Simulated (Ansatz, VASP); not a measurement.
## One calculation of Si, two programs

```
Si
1.0
    -2.35546    2.35546    1.32034
     2.35546   -2.35546    1.32034
     2.35546    2.35546   -1.32034
Si
2
Direct
  0.50000 0.50000 0.00000
  0.25000 0.75000 0.50000
```

Change from the starting cell: volume scaled by 0.98.

Alike in both runs: task single point; functional LDA; k mesh 11 × 11 × 11; occupations fermi-dirac, width 0.05 eV; no spin polarisation.

|  | VASP | Ansatz |
| --- | --- | --- |
| version | VASP 6.6.1 | Ansatz 0.2.0 |
| potentials or method | VASP PAW LDA potentials, release 64 (Si), cutoff 520 eV | all-electron LAPW, scalar-relativistic |

```tsv
	VASP	Ansatz	Ansatz less VASP
gap on the k mesh at the Fermi level (eV)	none	none	-
pressure (GPa)	1.6	1.5	-0.10
largest component of the traceless stress (GPa)	1.26	1.21	-0.042
```

A gap of «none» marks a metal or a gap that the smearing closes. Ansatz ran all-electron here, so the differences hold the error of VASP's frozen core and of both bases.
